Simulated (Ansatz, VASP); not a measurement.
## One calculation of NbP, two programs

The input INCAR:

```
SYSTEM = NbP
PREC     = Accurate       ! precision mode
ENCUT    = 520            ! plane-wave cutoff, eV
EDIFF    = 1E-7           ! SCF threshold, eV
ISMEAR   = -1             ! smearing method
SIGMA    = 0.05           ! smearing width, eV
LREAL    = .FALSE.        ! projectors in reciprocal space
LASPH    = .TRUE.         ! aspherical terms in the spheres
NELM     = 80             ! most SCF steps
ALGO     = Normal         ! electronic algorithm
ISIF     = 2              ! what is computed and relaxed
LWAVE    = .FALSE.        ! write WAVECAR
LCHARG   = .FALSE.        ! write CHGCAR
GGA      = PE             ! functional
NBANDS   = 26             ! bands
```

The input KPOINTS:

```
Automatic mesh
0
G
  11 11 11
  0 0 0
```

Contents of POSCAR:

```
NbP
1.0
   -1.6860157846      1.6860157846      5.7781232452
    1.6860157846     -1.6860157846      5.7781232452
    1.6860157846      1.6860157846     -5.7781232452
Nb P
2 2
Direct
    0.2498808000      0.7498808000      0.5000000000
    0.4998808000      0.4998808000      0.0000000000
    0.8327477700      0.3327477700      0.5000000000
    0.0827477700      0.0827477700      0.0000000000
```

The input input.yaml:

```yaml
crystal:
  lattice:
    - [-1.6860157846, 1.6860157846, 5.7781232452]
    - [1.6860157846, -1.6860157846, 5.7781232452]
    - [1.6860157846, 1.6860157846, -5.7781232452]
  atoms:
    - { symbol: Nb, position: [0.2498808, 0.7498808, 0.5] }
    - { symbol: Nb, position: [0.4998808, 0.4998808, 0.0] }
    - { symbol: P, position: [0.83274777, 0.33274777, 0.5] }
    - { symbol: P, position: [0.08274777, 0.08274777, 0.0] }
hamiltonian:
  xc: pbe
  pseudopotentials: { kind: paw }
kpoints:
  mp_grid: { grid: [11, 11, 11] }
scf:
  occupations: { method: fermi_dirac, width: 0.05 }
output:
  forces: true
  stress: true
  eigenvalues: true
  write_density: true
  write_potential: true
  elf: true
  volumetric_format: npy
```

Change from the starting cell: volume scaled by 1.02.

Alike in both runs: task single point; functional PBE; k mesh 11 × 11 × 11; occupations fermi-dirac, width 0.05 eV; no spin polarisation.

|  | VASP | Ansatz |
| --- | --- | --- |
| version | VASP 6.6.1 | Ansatz 0.2.0 |
| potentials or method | VASP PAW PBE potentials, release 64 (Nb_sv, P) | Ansatz PAW |
| plane-wave cutoff (eV) | 520 | 420 |
| valence electrons in the cell | 36 | 36 |

Ansatz gave:

```
gap on the k mesh at the Fermi level (eV)       : none
pressure (GPa)                                  : -4.6
largest component of the traceless stress (GPa) : 0.11
rms of the force components (eV/Å)              : 0.005
```

What did VASP give for the same quantities?

gap on the k mesh at the Fermi level (eV): none; pressure (GPa): -4.9; largest component of the traceless stress (GPa): 0.13; rms of the force components (eV/Å): 0.005.

Atom by atom the forces differ by 0.001 eV/Å (rms over components). A gap of «none» marks a metal or a gap that the smearing closes.
